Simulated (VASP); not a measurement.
Wanted: the native input for a VASP 6.6.1 run.

```
Task                               : band structure
Functional                         : HSE06
Potentials or basis                : VASP PAW PBE potentials, release 64 (Te)
Cutoff                             : 520 eV
k mesh                             : 6 × 6 × 4
Occupations                        : gaussian, width 0.02 eV
Spin                               : no spin polarisation
Grid for exact exchange (PRECFOCK) : Fast
Screening parameter                : 0.2 1/A
Further INCAR settings             : ALGO = Normal; EDIFF = 1e-06
```

The system is Te.

```
Te
1.0
     4.45400    0.00000    0.00000
    -2.22700    3.85728    0.00000
     0.00000    0.00000    5.92400
Te
3
Cartesian
  1.1981 0.0000 1.9747
  -0.5991 1.0376 3.9493
  1.6279 2.8197 0.0000
```

The input as run:

POSCAR

```
Te
1.0
    4.4540000000      0.0000000000      0.0000000000
   -2.2270000000      3.8572771500      0.0000000000
    0.0000000000      0.0000000000      5.9240000000
Te
3
Direct
    0.2690000000      0.0000000000      0.3333333300
    0.0000000000      0.2690000000      0.6666666700
    0.7310000000      0.7310000000      0.0000000000
```

INCAR.step1

```
SYSTEM = Te
PREC     = Accurate       ! precision mode
ENCUT    = 520            ! plane-wave cutoff, eV
EDIFF    = 1E-5           ! SCF threshold, eV
ISMEAR   = 0              ! smearing method
SIGMA    = 0.02           ! smearing width, eV
LREAL    = .False.        ! projectors in reciprocal space
LASPH    = .True.         ! aspherical terms in the spheres
NELM     = 80             ! most SCF steps
ALGO     = Normal         ! electronic algorithm
ISIF     = 2              ! what is computed and relaxed
LWAVE    = .True.         ! write WAVECAR
LCHARG   = .False.        ! write CHGCAR
GGA      = PE             ! functional
```

INCAR.step2

```
SYSTEM = Te
PREC     = Accurate       ! precision mode
ENCUT    = 520            ! plane-wave cutoff, eV
EDIFF    = 1E-6           ! SCF threshold, eV
ISMEAR   = 0              ! smearing method
SIGMA    = 0.02           ! smearing width, eV
LREAL    = .False.        ! projectors in reciprocal space
LASPH    = .True.         ! aspherical terms in the spheres
NELM     = 80             ! most SCF steps
ALGO     = Normal         ! electronic algorithm
ISIF     = 2              ! what is computed and relaxed
LWAVE    = .False.        ! write WAVECAR
LCHARG   = .False.        ! write CHGCAR
GGA      = PE             ! functional
LHFCALC  = .True.         ! exact exchange
HFSCREEN = 0.2            ! screening, 1/A
PRECFOCK = Fast         
ISTART   = 1
```

KPOINTS

```
regular mesh
0
Gamma
  6 6 4
  0 0 0
```

KPOINTS_OPT

```
path GMKGALHA,LM,KH
10
line-mode
reciprocal
 0.0000000000  0.0000000000  0.0000000000  G
 0.5000000000  0.0000000000  0.0000000000  M

 0.5000000000  0.0000000000  0.0000000000  M
 0.3333333333  0.3333333333  0.0000000000  K

 0.3333333333  0.3333333333  0.0000000000  K
 0.0000000000  0.0000000000  0.0000000000  G

 0.0000000000  0.0000000000  0.0000000000  G
 0.0000000000  0.0000000000  0.5000000000  A

 0.0000000000  0.0000000000  0.5000000000  A
 0.5000000000  0.0000000000  0.5000000000  L

 0.5000000000  0.0000000000  0.5000000000  L
 0.3333333333  0.3333333333  0.5000000000  H

 0.3333333333  0.3333333333  0.5000000000  H
 0.0000000000  0.0000000000  0.5000000000  A

 0.5000000000  0.0000000000  0.5000000000  L
 0.5000000000  0.0000000000  0.0000000000  M

 0.3333333333  0.3333333333  0.0000000000  K
 0.3333333333  0.3333333333  0.5000000000  H
```

Potentials or basis: VASP PAW PBE potentials, release 64 (Te).

The run is started by

```sh
$ cat potpaw_PBE.64/Te/POTCAR > POTCAR
$ cp INCAR.step1 INCAR
$ mpirun -np 1 vasp_std > vasp.out
$ cp INCAR.step2 INCAR
$ mpirun -np 1 vasp_std > vasp.out
```

Results of the run:

- Pressure: -0.8 GPa
- Largest force: 0.327 eV/Å
- Band gap on the k mesh: 0.59 eV, direct
- Band gap along the path: 0.57 eV, indirect (least direct gap 0.59 eV)

Caveat: the PAW data sets were made with another functional, which shifts forces and pressure a little; spin-orbit coupling is left out, which moves the levels of the heavy elements.

Run time: 98 min on 1 thread of Intel(R) Xeon(R) Platinum 8259CL CPU @ 2.50GHz (Skylake/Cascade Lake), on a shared host, peak memory 0.46 GiB.
